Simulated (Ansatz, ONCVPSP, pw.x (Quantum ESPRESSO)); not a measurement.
P (Z = 15): does the ONCV potential hold in the solid?

ONCVPSP 4.0.1 input, shortened (lines: element, Z, core and valence counts, functional; n l f; lmax; l rc ep ncon nbas qcut; lloc lpopt rc5 dvloc0; l nproj debl; icmod fcfact rcfact), PBE, scalar-relativistic:

```
  P 15.00    3    2        4      upf
    1    0    2.00
    2    0    2.00
    2    1    6.00
    3    0    2.00
    3    1    3.00
    2
    0    1.70    0.00    5    9    3.20
    1    1.60    0.00    3    6    4.40
    2    1.80    0.43    5    9    4.70
    4    3    1.00    2.00
    0    2    2.00
    1    2    1.20
    2    2    1.30
    3    2.75    1.65
```

Crystal test: diamond P in pw.x 7.5, no spin, 8³ k-points, Fermi–Dirac smearing 0.01 Ry, cutoffs 170/680 Ry. The reference is all-electron LAPW (Ansatz 0.2.0) with the same functional, mesh and smearing; V0 and B0 come from Birch–Murnaghan fits to the pressures at five volumes. Errors are pseudo minus all-electron; Δ is the rms difference of the E(V) curves that follow from these fits, minima aligned, over ±6 % about the mean V0. Mesh and smearing are coarse, so the numbers serve the comparison and aren't converged zero-temperature values; the lattice is a test structure that the element need not adopt.

All-electron: a0 = 5.504 Å (V0 = 20.84 Å³/atom), B0 = 41.6 GPa.

**Question.** How far does the potential miss the all-electron equation of state?

**Answer.** mean pressure error (GPa): -0.37; a0 (Å): 5.487; a0 error (%): -0.31; B0 error (%): -1.8; Δ (meV/atom): 1.7.

| V (Å³/atom) | P all-electron (GPa) | P pseudo (GPa) |
| --- | --- | --- |
| 19.902 | 1.99 | 1.55 |
| 20.425 | 0.85 | 0.45 |
| 20.949 | -0.21 | -0.58 |
| 21.473 | -1.21 | -1.55 |
| 21.996 | -2.14 | -2.45 |

**Question.** At the middle volume, how do free energy and pressure move when the wave cutoff is lowered (ecutrho kept at four times it)?

**Answer.**

```json
{"cutoff (Ry)": "76", "shift of F (meV/atom)": "+72.5", "shift of P (GPa)": "-0.43"}
{"cutoff (Ry)": "102", "shift of F (meV/atom)": "+60.7", "shift of P (GPa)": "-0.35"}
{"cutoff (Ry)": "136", "shift of F (meV/atom)": "+15.2", "shift of P (GPa)": "-0.61"}
```

The run at the middle volume (29 k-points, 7 iterations) took about 2.1 min on one core of a shared host (Intel(R) Xeon(R) Processor @ 2.60GHz, 24 threads, 31 GiB, load 23).
